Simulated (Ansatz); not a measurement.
**K (Im-3m), clamped-ion strain scan**

All numbers below come from DFT PBE, scalar-relativistic, plane waves, PAW (Ansatz). The runs took a 420 eV cutoff, a Γ-centred 14×14×14 mesh and Gaussian smearing (0.15 eV). No spin polarisation. Energies are free energies at this smearing, counted from the undisturbed cell; pressure is positive in compression.

The undisturbed cell (as given, not relaxed at this level; it stands at 0.1 GPa):

```
K
1.0
    -2.61800    2.61800    2.61800
     2.61800   -2.61800    2.61800
     2.61800    2.61800   -2.61800
K
1
Cartesian
  0.0000 0.0000 0.0000
```

The cell is strained by ε times the Voigt pattern (0, 1, 0, 0, 0, 0) (xx, yy, zz, yz, xz, xy; engineering shear) with fractional coordinates fixed. The cell is metallic on the mesh throughout.

| ε | ΔE (meV/atom) | stress summed along the pattern (GPa, tension positive) | pressure (GPa) |
| --- | --- | --- | --- |
| -0.0400 | 3.6 | -0.31 | 0.3 |
| -0.0300 | 2.4 | -0.25 | 0.2 |
| -0.0200 | 1.4 | -0.20 | 0.2 |
| -0.0100 | ? | ? | 0.1 |
| 0.0000 | 0.0 | -0.10 | 0.1 |
| 0.0100 | -0.4 | -0.06 | 0.1 |
| 0.0200 | -0.5 | -0.02 | 0.0 |
| 0.0300 | ? | ? | 0.0 |
| 0.0350 | -0.5 | 0.04 | 0.0 |
| 0.0400 | ? | 0.06 | 0.0 |

Q: Give the withheld values.

A: ΔE (meV/atom) at ε = -0.0100: 0.6; stress summed along the pattern (GPa, tension positive) at ε = -0.0100: -0.15; ΔE (meV/atom) at ε = 0.0300: -0.5; stress summed along the pattern (GPa, tension positive) at ε = 0.0300: 0.02; ΔE (meV/atom) at ε = 0.0400: -0.4.